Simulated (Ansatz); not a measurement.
# Si2W (P6_222) in Ansatz: notebook

One crystal, Si2W, is run at these levels: PBEsol+D3(BJ)-ATM, PBEsol+D4; tasks: relaxation of cell and atoms.

Program: Ansatz 0.2.0. These are calculated values, not measurements. Logs are shortened: lines on timing, memory, paths and dates and some standing lists are left out, and cuts for length are marked.

## Step 1: The structure

The structure is hexagonal, space group P6_222 (No. 180). Conventional cell: a = 4.617 Å, b = 4.617 Å, c = 6.653 Å, α = 90.00°, β = 90.00°, γ = 120.00°. W (site symmetry 222) has 10 Si at 2.59 to 2.69 Å as nearest neighbours. Si (site symmetry 2) is surrounded by 5 Si at 2.57 to 2.69 Å and 5 W at 2.59 to 2.69 Å.

Measurements of this composition are mostly on another form, of space group No. 139.

## Step 2: Relaxation of cell and atoms, PBEsol+D3(BJ)-ATM

input.yaml

```yaml
crystal:
  lattice:
    - [4.6168523821, 0.0, 0.0]
    - [-2.3084261911, 3.9983114484, 0.0]
    - [0.0, 0.0, 6.653222]
  atoms:
    - { symbol: W, position: [0.5, 0.0, 0.5] }
    - { symbol: W, position: [0.5, 0.5, 0.8333333333] }
    - { symbol: W, position: [0.0, 0.5, 0.1666666667] }
    - { symbol: Si, position: [0.327252, 0.163626, 0.1666666667] }
    - { symbol: Si, position: [0.836374, 0.163626, 0.8333333333] }
    - { symbol: Si, position: [0.163626, 0.327252, 0.5] }
    - { symbol: Si, position: [0.672748, 0.836374, 0.1666666667] }
    - { symbol: Si, position: [0.163626, 0.836374, 0.8333333333] }
    - { symbol: Si, position: [0.836374, 0.672748, 0.5] }
hamiltonian:
  xc: pbesol
  pseudopotentials: { kind: paw }
  dispersion: d3bjatm
kpoints:
  mp_grid: { grid: [7, 7, 4] }
scf:
  occupations: { method: fermi_dirac, width: 0.05 }
output:
  forces: true
  stress: true
  eigenvalues: true
relax:
  f_tol: 0.01
  max_steps: 40
  cell: { stress_tol: 0.05 }
```

Potentials or basis: Ansatz PAW.

Command:

```
ansatz run input.yaml --threads 4 --pin off --max-ram 11264MiB --backend cpu --events-out ev --progress --plain --runs-dir out
```

Standard output:

```text
Warning: RAYON_NUM_THREADS=4 ignored (pool sized by the plan → 4); use --threads N
Engine: ansatz 0.2.0, aarch64-unknown-linux-gnu
Pseudopotentials: kind: paw
Pseudopotential: W, paw, valence charge 14, recommended cutoff 420 eV (normal), W.paw.azcp
Pseudopotential: Si, paw, valence charge 4, recommended cutoff 420 eV (normal), Si.paw.azcp
Functional definition: PBEsol
  exchange = pbesol_x
  correlation = pbesol_c
Crystal: 9 atoms, lattice volume = 122.816 Å³
Basis set: ecut = 420 eV, 2405 PW (Γ), exchange–correlation on 64×64×90 points (8 copies of the dense FFT grid, shifted against one another)
Bands: 42, of which v1, the nominal top of the filled ones, is band 33 counted from 1 (32 counted from 0)
Symmetry: 12 space group operations
Space group: P6222 (ITA 180), of the structure as read, at distance tolerance 5.0e-5 Å
k-points: 24 of 196 (time reversal used)
Non-local potential: W, projectors of the file, l = 0: 3, l = 1: 2, l = 2: 2, l = 3: 1
Non-local potential: Si, projectors of the file, l = 0: 2, l = 1: 2, l = 2: 2
PAW form: soft (Blöchl's): semilocal exchange-correlation on the pseudo side does not see the compensation charge
PAW frozen core: W, regenerated for the run's functional, and the local potential with it (the file was generated under x = pbe(κ = 0.804, μ = 0.2195149727645171), c = pbe(β = 0.06672455060314922))
PAW frozen core: Si, regenerated for the run's functional, and the local potential with it (the file was generated under x = pbe(κ = 0.804, μ = 0.2195149727645171), c = pbe(β = 0.06672455060314922))
PAW one-centre angular grid: W, 590 points (default); XC on 64 Gauss nodes
PAW one-centre angular grid: Si, 110 points (default); XC on 64 Gauss nodes
Initial density: superposition of atomic densities (neutral atoms: chi_scale 0, normalization atom), corrected by the library's trained network
Initial wavefunctions: pseudopotential atomic-orbital guess
Functional: x = pbesol(κ = 0.804, μ = 0.12345679012345678), c = pbesol(β = 0.046)
SCF iter   1: F=—  HF=-34506.443162 eV  |F-HF|=—  |Δ(HF+E_count)|=         —  Δρ=9.02e-3  dr2=1.45e-1  ethr=1.77e-3  ⟨swp⟩=7.6  Hψ=4746  notcnv=0
preconditioner: auto → Resta (q_TF=auto, 2.460 Å⁻¹)  ε∞=9.5  [insulator: Δε(μ)=0.258 eV  Ē_g=7.450 eV  σ=0.050 eV  W_gap=0.86  n_scr=34 (ndim 8)  ℏωp=21.7 eV  f_vac=0.000  D(μ)=0.20/eV (n_scr^D=0)  ε∞_Penn≈9.5]
SCF iter   2: F=—  HF=-34506.418302 eV  |F-HF|=—  |Δ(HF+E_count)|=   2.49e-2  Δρ=4.21e-3  dr2=2.42e-2  ethr=2.19e-4  ⟨swp⟩=2.1  Hψ=1356  notcnv=0  defer=32
SCF iter   3: F=—  HF=-34506.413945 eV  |F-HF|=—  |Δ(HF+E_count)|=   4.36e-3  Δρ=7.04e-4  dr2=3.28e-4  ethr=3.67e-5  ⟨swp⟩=2.0  Hψ=1305  notcnv=0  defer=31
[... 79 lines left out ...]
  E_nonlocal   = 162.156508
  E_hartree    = 1095.386813
  E_xc         = -1142.838665
  E_vxc        = -1022.017071  (∫ρ·V_xc dr)
  E_paw        = -28303.965080  (= ΣΔE_a)
  E_vpaw       = -399.689537  (= ΣTr[D̂ρ^β])
  E_aug_tail   = -0.000202  (compensation charges beyond the density's cutoff)
  E_ewald      = -5181.432370
  E_disp       = -4.582655  (pairwise vdW)
  E_core_change = 0.854740  (= ΣΔE_core)
  E_smearing   = -0.002342  (= −TS)
  E_closure    = 0.000000  (closes the sum)
  Σ components = -34506.619751   (vs F -34506.619751, Δ=0.00e0)
--- Forces (eV/Å), atoms counted from 1 ---
  atom   1  W     -0.00000000     0.00000000     0.00000000
  atom   2  W     -0.00000000    -0.00000000     0.00000000
  atom   3  W      0.00000000    -0.00000000    -0.00000000
  atom   4  Si     0.00856548     0.00494528    -0.00000000
  atom   5  Si    -0.00856548     0.00494528    -0.00000000
  atom   6  Si    -0.00000000     0.00989057     0.00000000
  atom   7  Si    -0.00856548    -0.00494528     0.00000000
  atom   8  Si     0.00856548    -0.00494528     0.00000000
  atom   9  Si     0.00000000    -0.00989057    -0.00000000
  max |Σ_I F_I| component: 3.64e-17 eV/Å
--- Stress (GPa, compression-positive) ---
        0.030999       0.000000      -0.000000
        0.000000       0.030999       0.000000
       -0.000000       0.000000      -0.027097
  P = ⅓ Tr σ = 0.0116 GPa (0.116 kbar)
--- Band table (eV; the first three rows and the last of 24) ---
  k-point 0: bands = ["-56.2244", "-56.2092", "-56.2092", "-20.6791", "-20.6747", "-20.6747", "-20.6443", "-20.6443", "-20.5576", "-20.5225", "-20.5225", "-20.5036", "2.9358", "6.2608", "6.2608", "9.9883", "10.5758", "10.5758", "11.5445", "11.5445", "12.2538", "12.4830", "12.4830", "12.7951", "13.7221", "13.7221", "14.2565", "14.2565", "14.4649", "14.4649", "14.8616", "15.3145", "16.9042", "20.1710", "20.1710", "20.3670", "20.5680", "20.6233", "20.8008", "20.8008", "21.0430", "21.0430"]
  k-point 1: bands = ["-56.2230", "-56.2142", "-56.2055", "-20.7130", "-20.6702", "-20.6530", "-20.6386", "-20.6202", "-20.5605", "-20.5521", "-20.5199", "-20.4960", "3.1818", "4.9742", "7.5062", "10.1835", "10.5247", "10.8485", "11.1736", "11.5317", "11.9494", "12.0316", "12.2268", "12.3000", "13.9718", "13.9986", "14.0709", "14.4593", "14.6873", "15.0517", "15.1756", "15.3960", "17.4951", "19.1660", "20.2199", "20.4415", "20.6228", "20.6982", "20.7066", "20.7437", "20.9028", "20.9069"]
  k-point 2: bands = ["-56.2193", "-56.2193", "-56.2042", "-20.7267", "-20.6566", "-20.6499", "-20.6499", "-20.5641", "-20.5641", "-20.5633", "-20.5633", "-20.4859", "3.8915", "3.8915", "8.2302", "10.0982", "10.6438", "10.6438", "11.0401", "11.4556", "11.4556", "12.1851", "12.3261", "12.3261", "13.6952", "13.9168", "13.9556", "13.9556", "15.1658", "15.1658", "15.3325", "17.1382", "17.1382", "19.8149", "20.1815", "20.1815", "20.3812", "20.3812", "20.3924", "20.5249", "20.7119", "21.1560"]
  k-point 23: bands = ["-56.2192", "-56.2131", "-56.2103", "-20.7203", "-20.6996", "-20.6983", "-20.6250", "-20.6066", "-20.5831", "-20.5216", "-20.5176", "-20.4828", "6.0449", "6.0856", "6.8329", "7.5202", "7.7567", "8.6930", "11.0270", "11.3134", "11.9063", "12.4858", "13.4916", "13.5236", "14.0071", "14.0624", "14.2763", "14.3824", "15.4748", "15.8805", "16.1741", "16.4995", "17.3658", "18.4477", "18.7629", "18.8264", "19.3503", "19.8594", "20.0066", "20.1901", "20.7072", "21.2447"]
--- Relaxed structure (4 steps of the walk, 4 accepted, 1 SCFs on fresh bases) ---
  F+E_penalty+E_count = -34506.61975104 eV   max|allowed force component| = 9.891e-3 eV/Å   (the final SCF, on the basis selected at the relaxed cell)
  cell:  # Å, volume = 116.9984 Å³
    - [4.538706787801914, 2.8378930027941698e-11, -1.2522588493024785e-18]
    - [-2.2693533939255337, 3.9306353785511354, 3.355417474124476e-19]
    - [-1.8045966031282354e-18, -4.83540202439122e-19, 6.55820390910535]
  atoms:
    - { symbol: W, position: [0.5, 4.2181224327834407e-20, 0.5] }
    - { symbol: W, position: [0.49999999999999994, 0.4999999999999999, 0.8333333333333334] }
    - { symbol: W, position: [7.651844334334945e-20, 0.5, 0.1666666666666667] }
    - { symbol: Si, position: [0.32730718018909866, 0.16365359009454927, 0.1666666666666667] }
    - { symbol: Si, position: [0.8363464099054506, 0.1636535900945493, 0.8333333333333334] }
    - { symbol: Si, position: [0.16365359009454933, 0.32730718018909866, 0.5] }
    - { symbol: Si, position: [0.6726928198109012, 0.8363464099054504, 0.1666666666666667] }
    - { symbol: Si, position: [0.16365359009454927, 0.8363464099054505, 0.8333333333333334] }
    - { symbol: Si, position: [0.8363464099054505, 0.6726928198109012, 0.5] }
```

It took 20 s on 4 threads of Arm Neoverse V1, shared host; peak memory 0.47 GiB.

What came out:

```yaml
Free_energy: -34506.6198 eV
Relaxed_volume: 13.00 Å³/atom
Relaxed_cell: a = 4.539 Å, b = 4.539 Å, c = 6.558 Å, α = 90.00°, β = 90.00°, γ = 120.00°
Space_group_after_relaxing_to_0.05_Å: P6_222 (No. 180)
Energy_gained_by_relaxing: 22.9 meV/atom
Ionic_steps: 5
Pressure_after_relaxing: 0.0 GPa
Largest_force_after_relaxing: 0.010 eV/Å
Band_gap_on_the_k_mesh: 0.23 eV, indirect (least direct gap 0.76 eV)
```

Forces in eV/Å, atoms in the order of the input:
```
W    0.000  0.000  0.000
W    0.000  0.000  0.000
W    0.000  0.000  0.000
Si   0.009  0.005  0.000
Si  -0.009  0.005  0.000
Si   0.000  0.010  0.000
Si  -0.009 -0.005  0.000
Si   0.009 -0.005  0.000
Si   0.000 -0.010  0.000
```

Step by step:
| step | energy change (eV) | largest force (eV/Å) | volume (Å³) |
| --- | --- | --- | --- |
| 1 | 0.0000 | 0.0375 | 122.82 |
| 2 | -0.1532 | 0.1539 | 114.29 |
| 3 | -0.2069 | 0.0148 | 117.25 |
| 4 | -0.2073 | 0.0099 | 117.00 |
| 5 | -0.2059 | 0.0099 | 117.00 |

Final structure:
```
CELL_PARAMETERS angstrom
4.53871 0.00000 0.00000
-2.26935 3.93064 0.00000
0.00000 0.00000 6.55820
ATOMIC_POSITIONS crystal
W 0.50000 0.00000 0.50000
W 0.50000 0.50000 0.83333
W 0.00000 0.50000 0.16667
Si 0.32731 0.16365 0.16667
Si 0.83635 0.16365 0.83333
Si 0.16365 0.32731 0.50000
Si 0.67269 0.83635 0.16667
Si 0.16365 0.83635 0.83333
Si 0.83635 0.67269 0.50000
```

Levels at points of the mesh, in eV from the valence-band top:
| k point | band 30 | band 31 | band 32 | band 33 | band 34 | band 35 | band 36 | band 37 |
| --- | --- | --- | --- | --- | --- | --- | --- | --- |
| (0.00, 0.00, 0.00) | -3.37 | -2.98 | -2.52 | -0.93 | 2.33 | 2.33 | 2.53 | 2.73 |
| (0.00, 0.00, -0.50) | -2.67 | -2.51 | -0.70 | -0.70 | 1.98 | 2.34 | 2.34 | 2.54 |

Caveat: odd divisions of the mesh miss points on the zone boundary, where band edges often lie, so the gap on the mesh can be too wide; the plane-wave basis is chosen anew once the cell has moved, so the energies of steps on either side of that aren't comparable; spin-orbit coupling is left out, which moves the levels of the heavy elements; the PAW data sets come from PBE, with cores solved anew for the run's functional, which leaves a small shift of forces and pressure. A k mesh can miss the band edges.

## Step 3: Relaxation of cell and atoms, PBEsol+D4

input.yaml: that of step 2 with these lines changed.

```diff
@@ -18,3 +18,3 @@
   pseudopotentials: { kind: paw }
-  dispersion: d3bjatm
+  dispersion: d4
 kpoints:
```

Potentials or basis: Ansatz PAW.

Command:

```
ansatz run input.yaml --threads 4 --pin off --max-ram 11264MiB --backend cpu --events-out ev --progress --plain --runs-dir out
```

Run time: 20 s. Hardware: 4 threads of Arm Neoverse V1, shared host; peak memory 0.48 GiB.

It converged, with:

```
Free energy                            : -34505.1359 eV
Relaxed volume                         : 13.10 Å³/atom
Relaxed cell                           : a = 4.552 Å, b = 4.552 Å, c = 6.572 Å, α = 90.00°, β = 90.00°, γ = 120.00°
Space group after relaxing (to 0.05 Å) : P6_222 (No. 180)
Energy gained by relaxing              : 16.0 meV/atom
Ionic steps                            : 5
Pressure after relaxing                : 0.0 GPa
Largest force after relaxing           : 0.003 eV/Å
Band gap on the k mesh                 : 0.23 eV, indirect (least direct gap 0.74 eV)
```

Forces in eV/Å, atoms in the order of the input:
```
W    0.000  0.000  0.000
W    0.000  0.000  0.000
W    0.000  0.000  0.000
Si   0.003  0.002  0.000
Si  -0.003  0.002  0.000
Si   0.000  0.003  0.000
Si  -0.003 -0.002  0.000
Si   0.003 -0.002  0.000
Si   0.000 -0.003  0.000
```

Step by step:
```tsv
step	energy change (eV)	largest force (eV/Å)	volume (Å³)
1	0.0000	0.0350	122.82
2	-0.1093	0.1259	115.65
3	-0.1454	0.0127	118.09
4	-0.1457	0.0034	117.92
5	-0.1444	0.0033	117.92
```

Final structure:
```
W Si
1.0
     4.55163    0.00000    0.00000
    -2.27581    3.94182    0.00000
     0.00000    0.00000    6.57232
W Si
3 6
Cartesian
  2.2758 0.0000 3.2862
  1.1379 1.9709 5.4769
  -1.1379 1.9709 1.0954
  1.1177 0.6453 1.0954
  3.4340 0.6453 5.4769
  0.0000 1.2906 3.2862
  1.1581 3.2965 1.0954
  -1.1581 3.2965 5.4769
  2.2758 2.6512 3.2862
```

Levels at points of the mesh, in eV from the valence-band top:
```
            k point  band 30  band 31  band 32  band 33  band 34  band 35  band 36  band 37
 (0.00, 0.00, 0.00)    -3.36    -2.97    -2.52    -0.92     2.33     2.33     2.50     2.68
(0.00, 0.00, -0.50)    -2.67    -2.50    -0.69    -0.69     1.95     2.30     2.30     2.52
```

Caveat: odd divisions of the mesh miss points on the zone boundary, where band edges often lie, so the gap on the mesh can be too wide; the plane-wave basis is chosen anew once the cell has moved, so the energies of steps on either side of that aren't comparable; spin-orbit coupling is left out, which moves the levels of the heavy elements; the PAW data sets come from PBE, with cores solved anew for the run's functional, which leaves a small shift of forces and pressure. A k mesh can miss the band edges.
